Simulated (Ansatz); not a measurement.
**Stress against strain in Bi2Te3**

```xyz
5
Lattice="2.1930 1.2661 10.1657 -2.1930 1.2661 10.1657 0.0000 -2.5323 10.1657" Properties=species:S:1:pos:R:3 pbc="T T T"
Bi    0.0000    0.0000   12.1988
Bi    0.0000    0.0000   18.2982
Te    0.0000    0.0000    0.0000
Te    0.0000    0.0000    6.3891
Te    0.0000    0.0000   24.1079
```

Atom numbers follow the list: Bi1, Bi2, Te3, Te4, Te5.

The cell is COD entry 9011962, as deposited and not checked against the literature; nothing was relaxed.

No spin–orbit coupling, which matters for the heavy atoms here.

Theory: DFT, PBE, all-electron LAPW, scalar-relativistic in Ansatz 0.2.0.

Numerical set-up: a Γ-centred 7×7×7 k mesh, Fermi–Dirac smearing of 0.08 eV, basis error target 1 meV/atom, no spin polarisation.

The strain is applied along the Cartesian axes of the cell as listed (γ is the engineering shear, twice εxy = εyz = εzx). Fractional coordinates are held (clamped ions).

σ is the change of stress from the unstrained cell, which is at 1.92 GPa; tension is positive, so slopes are stress–strain coefficients at that pressure.

Only quantities that a quadratic follows smoothly over the whole series are listed; rougher ones are left out.

```
      γ  σxy (GPa)  σyz (GPa)
-0.0300      -0.14      -1.71
-0.0200      -0.09      -1.13
-0.0100      -0.05      -0.56
 0.0000       0.00       0.00
 0.0200       0.09       1.09
 0.0300       0.13       1.61
```

Q: Fit the series and read off the stiffness at zero strain.

A: Least-squares fits y = p0 + p1 x + p2 x² to the rows give σxy (GPa): p1 = 4.51, p2 = -3.8; σyz (GPa): p1 = 55.4, p2 = -56.

Q: One run, at γ = 0.0100, is withheld. Predict its row.

A: The fits give 0.04, 0.55; the run gave 0.05, 0.55.
